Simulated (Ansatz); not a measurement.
This Ansatz 0.2.0 run on Sn needs a look.

Contents of input.yaml:

```yaml
crystal:
  lattice:
    - [-2.9401404553, 2.9401404553, 1.5993019889]
    - [2.9401404553, -2.9401404553, 1.5993019889]
    - [2.9401404553, 2.9401404553, -1.5993019889]
  atoms:
    - { symbol: Sn, position: [0.0, 0.0, 0.0] }
    - { symbol: Sn, position: [0.75, 0.25, 0.5] }
hamiltonian:
  xc: { exchange: b88, correlation: pbe }
  pseudopotentials: { kind: nc }
magnetization:
  spin_polarized: true
  spin_orbit: true
kpoints:
  mp_grid: { grid: [9, 9, 9] }
scf:
  occupations: { method: fermi_dirac, width: 0.15 }
  n_extra_bands: 12
  max_iter: 50
output:
  eigenvalues: true
  optics: { e_range: [0, 14], sigma: 0.05, nscf_kmesh: { grid: [12, 12, 12] } }
```

Potentials or basis: as the typed override names.

Run with:

```sh
$ ansatz run input.yaml --threads 1 --pin off --max-ram 2560MiB --backend cpu --events-out ev --progress --plain --runs-dir out
```

Output:

```text
Error: 2 input errors — fix all and re-run
  1. inconsistent input (magnetization.spin_orbit, magnetization.noncollinear): true requires noncollinear: true — spin–orbit coupling acts on 2-spinor wavefunctions; set both flags
  2. inconsistent input (magnetization.spin_orbit, hamiltonian.pseudopotentials.kind): true requires a fully-relativistic hamiltonian.pseudopotentials.kind (nc_fr or paw_fr), or kind: all_electron without datasets and azcp, which then solves Dirac's equation on LAPW. paw_fr resolves this project's PAW files (source: ansatz) by j as it reads them
```

Task: How did it end, and where is the flaw?

Result: The program refused the input. The input holds a flaw that was put in on purpose: spin-orbit coupling on scalar files (magnetization = spin_polarized True, spin_orbit True; hamiltonian.pseudopotentials = kind nc).
